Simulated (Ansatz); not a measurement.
## Formation energy of NaCl

Level of theory: DFT, PBE, scalar-relativistic, no spin polarisation; plane waves to 420 eV with PAW datasets (Ansatz 0.2.0), 10×10×10 k-mesh, Gaussian smearing of 0.05 eV. The datasets are Ansatz's generated set soft_2.

The chain of runs began from a measured cell (COD), expanded in volume. Of that entry: the cell was measured well above room temperature.

Symmetry: Fm-3m, No. 225, cubic system. The conventional cell has a = 5.696 Å, b = 5.696 Å, c = 5.696 Å, α = 90.00°, β = 90.00°, γ = 90.00°. Na (site symmetry m-3m) is surrounded by 6 Cl at 2.85 Å. Cl (site symmetry m-3m) is surrounded by 6 Na at 2.85 Å. (Shells end 15 % past the nearest neighbour.)

The elements were computed in their standard states (gases as isolated molecules) with the same datasets, cutoff and functional. Total energies depend on the potentials used, so only differences within one code and one set of settings carry meaning.

Energy of the relaxed cell (2 atoms, smearing extrapolated to zero): -2569.555 eV. Elements, in eV/atom: Na -1486.415, Cl -1079.444.

What is the formation energy?

[-2569.555 − (1 × -1486.415 + 1 × -1079.444)] / 2 = -1.85 eV/atom, or -178 kJ per mole of atoms.

The value is for 0 K, without zero-point energy and without any correction for the binding of gas molecules. Uncorrected semilocal values for oxides, chalcogenides and halides often miss by tenths of an eV an atom. A negative value shows stability against the elements alone, not against other compounds or structures.

Bader charges against formal ones: Na +0.87 (+1), Cl −0.87 (−1). The cations give up 87 % of the formal charge; Bader charges stay under formal ones because the anions' density reaches into the cations' basins, though a share this high marks a strongly ionic bond.

Formal charges Na⁺, Cl⁻ balance and leave closed shells on every ion, so a band insulator is expected, and the gap is 5.00 eV.

Kohn–Sham gaps of semilocal functionals lie under measured ones, often by a third or more.
